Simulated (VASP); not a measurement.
# Gap, carriers and strain in BiSb (F-43m), part 3 of 3

The runs below take BiSb at its given cell and follow the band edges through several levels. The cell is generated by rule, not measured, and may not be a known phase.

VASP 6.6.1, plane waves and PAW; the level of theory is named at each step.

Still holding for the runs below: The k-mesh is coarse for a metal.

So far. Step 3 (Bands on a dense mesh): At 8.8 GPa the cell is away from the equilibrium volume of this level: left free, it would expand. Step 5 (Orbitals for bands with HSE06): The run ends at a pressure of 7.68 GPa.

The structure was built from a prototype and need not be the compound's stable phase.

## Step 6: Bands with HSE06

This step: HSE06; plane waves and PAW (Sb, Bi_d); invented cell (VASP 6.6.1).

A quarter of screened exact exchange corrects much of the semilocal gap error; its cost forces a coarser mesh.

INCAR reads:

```
SYSTEM = BiSb
PREC = Accurate
ENCUT = 400
EDIFF = 1E-06
NELM = 100
ISMEAR = 0
SIGMA = 0.02
LREAL = .FALSE.
ALGO = Normal
LHFCALC = .TRUE.
AEXX = 0.25
GGA = PE
HFSCREEN = 0.2
LASPH = .TRUE.
NBANDS = 16
PRECFOCK = Fast
LORBIT = 11
LWAVE = .FALSE.
LCHARG = .FALSE.
KPAR = 4
ISIF = 2
```

POSCAR reads:

```
BiSb
1.0
    0.0000000000      3.3486300000      3.3486300000
    3.3486300000      0.0000000000      3.3486300000
    3.3486300000      3.3486300000      0.0000000000
Sb Bi
1 1
Direct
    0.0000000000      0.0000000000      0.0000000000
    0.2500000000      0.2500000000      0.2500000000
```

KPOINTS reads:

```
Automatic mesh
0
Gamma
4 4 4
0 0 0
```

KPOINTS_OPT reads:

```
Line mode
8
Line-mode
Reciprocal
  0.00000000   0.00000000   0.00000000 GAMMA
  0.50000000   0.00000000   0.50000000 X

  0.50000000   0.00000000   0.50000000 X
  0.50000000   0.25000000   0.75000000 W

  0.50000000   0.25000000   0.75000000 W
  0.37500000   0.37500000   0.75000000 K

  0.37500000   0.37500000   0.75000000 K
  0.00000000   0.00000000   0.00000000 GAMMA

  0.00000000   0.00000000   0.00000000 GAMMA
  0.50000000   0.50000000   0.50000000 L

  0.50000000   0.50000000   0.50000000 L
  0.62500000   0.25000000   0.62500000 U

  0.62500000   0.25000000   0.62500000 U
  0.50000000   0.25000000   0.75000000 W

  0.50000000   0.25000000   0.75000000 W
  0.50000000   0.50000000   0.50000000 L

  0.50000000   0.50000000   0.50000000 L
  0.37500000   0.37500000   0.75000000 K

  0.62500000   0.25000000   0.62500000 U
  0.50000000   0.00000000   0.50000000 X
```

PAW data sets: Sb and Bi_d (PBE family, release 64).

The run starts from files that an earlier step left in the folder.

The run is started by

```bash
$ mpirun -np 4 vasp_std
```

The program printed:

```text
[banner, memory and clock lines left out]
running    4 mpi-ranks, on    1 nodes
 distrk:  each k-point on    1 cores,    4 groups
 distr:  one band on    1 cores,    1 groups

 POSCAR found type information on POSCAR SbBi
 POSCAR found :  2 types and       2 ions
 LDA part: xc-table for (Slater+PW92), standard interpolation
 found WAVECAR, reading the header
 POSCAR, INCAR and KPOINTS ok, starting setup
 FFT: planning ... GRIDC
 FFT: planning ... GRID_SOFT
 FFT: planning ... GRID
 reading WAVECAR
 the WAVECAR file was read successfully
 initial charge from wavefunction
 entering main loop
       N       E                     dE             d eps       ncg     rms          rms(c)
DAV:   1    -0.902331924424E+01   -0.90233E+01   -0.18515E+00   256   0.925E+00    0.161E+01
DAV:   2    -0.903483499105E+01   -0.11516E-01   -0.48281E-02   328   0.148E+00    0.103E+01
DAV:   3    -0.903468936404E+01    0.14563E-03   -0.17604E-03   368   0.241E-01    0.637E+00
DAV:   4    -0.903447132678E+01    0.21804E-03   -0.18075E-04   328   0.763E-02    0.379E+00
DAV:   5    -0.903440395852E+01    0.67368E-04   -0.89356E-05   344   0.458E-02    0.225E+00
DAV:   6    -0.903439120886E+01    0.12750E-04   -0.30278E-05   280   0.280E-02    0.134E+00
DAV:   7    -0.903439142478E+01   -0.21593E-06   -0.78500E-06   304   0.173E-02
   1 F= -.90343914E+01 E0= -.90338625E+01  d E =-.105786E-02
 Start KPOINTS_OPT (optional k-point list driver)
k-point batch [1-8\80]
       N       E                     dE             ncg
DAV:   1    -0.191955964119E+03   -0.25193E+04      256
DAV:   2    -0.154199666561E+04   -0.13500E+04      264
DAV:   3    -0.164353128234E+04   -0.10153E+03      304
DAV:   4    -0.164673479504E+04   -0.32035E+01      352
DAV:   5    -0.164685069024E+04   -0.11590E+00      368
DAV:   6    -0.164685604328E+04   -0.53530E-02      376
DAV:   7    -0.164685611613E+04   -0.72854E-04      344
DAV:   8    -0.164685611707E+04   -0.94003E-06      288
[...]
k-point batch [73-80\80]
       N       E                     dE             ncg
DAV:   1    -0.347530949481E+03   -0.46791E+04      256
DAV:   2    -0.159777436443E+04   -0.12502E+04      296
DAV:   3    -0.168934684041E+04   -0.91572E+02      336
DAV:   4    -0.169220113200E+04   -0.28543E+01      368
DAV:   5    -0.169227901502E+04   -0.77883E-01      352
DAV:   6    -0.169228151702E+04   -0.25020E-02      376
DAV:   7    -0.169228155262E+04   -0.35602E-04      352
DAV:   8    -0.169228155307E+04   -0.44585E-06      272
```

Wall time 8.7 min (4 MPI ranks of AMD EPYC 7R43, shared host); peak memory 1.1 GiB.

OUTCAR, selected parts (step 6):

```text
   k-points           NKPTS =      8   k-points in BZ     NKDIM =     64   number of bands    NBANDS=     16

   NELECT =      20.0000    total number of electrons

  exchange ACFDT corr.  =         0.00000000  see jH, gK, PRB 81, 115126

 E-fermi :   5.2257

 k-point     1 :       0.0000    0.0000    0.0000
  band No.  band energies     occupation
    ...
      6      -9.2374      2.00000
      7      -0.8316      2.00000
      8       3.2528      2.00000
      9       3.2528      2.00000
     10       3.2528      2.00000
     11       6.1873      0.00000
     12       6.1873      0.00000
     13       6.1873      0.00000
     14       9.2927      0.00000
     15      12.7591      0.00000
    ...

  Total        2.8070798      2.8070798      2.8070798      0.0000000      0.0000000      0.0000000
  in kB       59.8871780     59.8871780     59.8871780      0.0000000      0.0000000      0.0000000
  external PRESSURE =      59.8871780 kB  Pullay stress =       0.0000000 kB

 POSITION                                       TOTAL-FORCE (eV/Angst)
 -----------------------------------------------------------------------------------
      0.00000      0.00000      0.00000         0.000000      0.000000      0.000000
      1.67431      1.67431      1.67431        -0.000000     -0.000000     -0.000000
 -----------------------------------------------------------------------------------
    total drift:                                0.000126      0.000221      0.000099

  FREE ENERGIE OF THE ION-ELECTRON SYSTEM (eV)
  ---------------------------------------------------
  free  energy   TOTEN  =        -9.0343914248 eV

  energy  without entropy=       -9.0333335693  energy(sigma->0) =       -9.03386250

[... 7 parts as in an earlier step ...]

[... 9 further parts left out ...]
```

The k-mesh is coarse for exact exchange; in a metal the Fermi energy and the levels can shift by several tenths of an eV on a finer one. The PAW data sets were made with PBE, which is usual practice but a small mismatch for other functionals.

Numbers from this step:

```yaml
scf_cycles: 7
free_energy_toten: -9.034 eV
energy_at_zero_smearing: -9.034 eV
fermi_energy: 5.226 eV
pressure: 5.989 GPa
```

Electronic bands along the path, in eV, zero at the Fermi level; # counts the bands kept, so #1 is VASP's band 7:

```csv
point,#1,#2,#3,#4,#5,#6,#7,#8
Γ,-6.06,-1.97,-1.97,-1.97,0.96,0.96,0.96,4.07
0.57 of the way,-8.78,-3.63,-3.63,-0.53,0.02,3.82,3.82,5.01
X,-10.66,-4.24,-4.24,-0.73,-0.29,5.93,5.93,7.14
0.57 of the way,-10.64,-4.53,-4.52,0.15,0.69,4.38,4.46,7.49
W,-10.63,-4.69,-4.66,0.95,1.75,3.16,3.34,7.58
0.43 of the way,-10.57,-4.87,-4.32,0.34,1.73,3.61,3.74,6.71
K,-10.51,-4.97,-3.92,-0.47,1.75,4.17,4.61,5.65
0.43 of the way,-8.92,-4.30,-2.84,-0.96,2.14,2.27,3.09,5.96
Γ,-6.06,-1.97,-1.97,-1.97,0.96,0.96,0.96,4.07
0.57 of the way,-8.34,-2.73,-2.73,-2.34,1.96,1.96,3.06,5.75
L,-9.70,-3.06,-3.06,-2.68,2.24,2.24,5.25,6.33
0.57 of the way,-10.04,-4.73,-3.51,-0.72,2.15,3.34,4.12,6.04
U,-10.51,-4.97,-3.92,-0.47,1.75,4.17,4.61,5.65
0.43 of the way,-10.55,-4.91,-4.18,0.03,1.74,3.82,3.99,6.37
W,-10.63,-4.69,-4.66,0.95,1.75,3.16,3.34,7.58
0.43 of the way,-10.14,-4.81,-3.79,-0.21,1.92,3.55,3.93,5.78
L,-9.70,-3.06,-3.06,-2.68,2.24,2.24,5.25,6.33
0.43 of the way,-9.89,-4.41,-3.35,-1.10,2.06,2.90,4.59,6.39
K,-10.51,-4.97,-3.92,-0.47,1.75,4.17,4.61,5.65
jump to U,-10.51,-4.97,-3.92,-0.47,1.75,4.17,4.61,5.65
0.43 of the way,-10.63,-4.63,-4.13,-0.54,0.46,5.01,5.39,6.57
X,-10.66,-4.24,-4.24,-0.73,-0.29,5.93,5.93,7.14
```

Of the projections kept (Sb, Bi), the largest for each band there; the rest of the weight can lie on other orbitals:

```csv
point,#1,#2,#3,#4,#5,#6,#7,#8
Γ,Sb 0.53,Bi 0.51,Bi 0.51,Bi 0.51,Bi 0.56,Bi 0.56,Bi 0.56,Sb 0.58
X,Sb 0.89,Bi 0.52,Bi 0.52,Sb 0.69,Bi 0.69,Bi 0.53,Bi 0.53,Sb 0.82
W,Sb 0.89,Bi 0.56,Sb 0.51,Sb 0.76,Bi 0.75,Sb 0.76,Bi 0.80,Sb 0.68
K,Sb 0.83,Bi 0.53,Bi 0.52,Sb 0.55,Sb 0.50,Bi 0.58,Bi 0.53,Sb 0.53
Γ,Sb 0.53,Bi 0.51,Bi 0.51,Bi 0.51,Bi 0.56,Bi 0.56,Bi 0.56,Sb 0.58
L,Sb 0.63,Bi 0.52,Bi 0.52,Sb 0.52,Bi 0.55,Bi 0.55,Sb 0.51,Sb 0.62
```

The electronic bands as a text plot (rows in eV, shown from -8.0 to 4.1 only):

```
    3.8 |*   **        ** *       *          ** *   *       **
    3.3 |            **    ***                   *****     *
    2.8 |   *             **  *       *     *         *   *
    2.3 |                   ** *     * ********        *******
    1.8 |  *          ****    *      **        ********
    1.3 | *          *         *** **                         *
    0.8 |**         ***         ***              ***
    0.3 |  *       **  *                            *          *
   -0.2 |   ********    *                       *               *
   -0.7 |   *******      *****               ***     *     ******
   -1.2 |  *                  *             *         *   *
   -1.7 | *                    *** *       *
   -2.2 |**                    ********   *            * *
   -2.7 |  *                ****     *****              *
   -3.2 |   *              *            *****         *****
   -3.7 |    ***         **   *           *  ***     * * * ***
   -4.2 |       ****   **   **             **   ** ** *   *   ***
   -4.7 |           ****** *                 * *******     ** **
   -5.2 |                 *                   *              *
   -5.7 |
   -6.2 |**                     ****
   -6.7 |                           *
   -7.2 |  *                   *
   -7.7 |   *                        *
         Γ       X    W  K        Γ      L     U  W     L   K|U X
```

## Step 7: Results

```
gap, PBE                               : none
gap with spin-orbit coupling           : none
gap, HSE06 without spin-orbit coupling : none
```

What this shows: At this level the bands overlap or touch. Masses were not obtained, since there is no gap at this level. The strain response was not obtained, since there is no gap at this level.

[Lines on the potential files, build, host, timing and source positions are cut from VASP's logs without a mark.]

[Logs are printed without paths, hosts, clocks, repeated set-up lines and the standing remarks that a program may print on its own settings, such as how far it seeks lower states.]

[Hosts, paths, dates, database ids (printed as entryN), source tags and the programs' standing remarks are cut or masked in the printed files.]

[In band tables of VASP the shares of atoms and orbitals are scaled to a sum of 1 inside the atoms' spheres.]

[Gaps and slopes under strain along one axis are those of the sampled path and mesh points; where strain splits equal valleys, another of them can be the edge.]
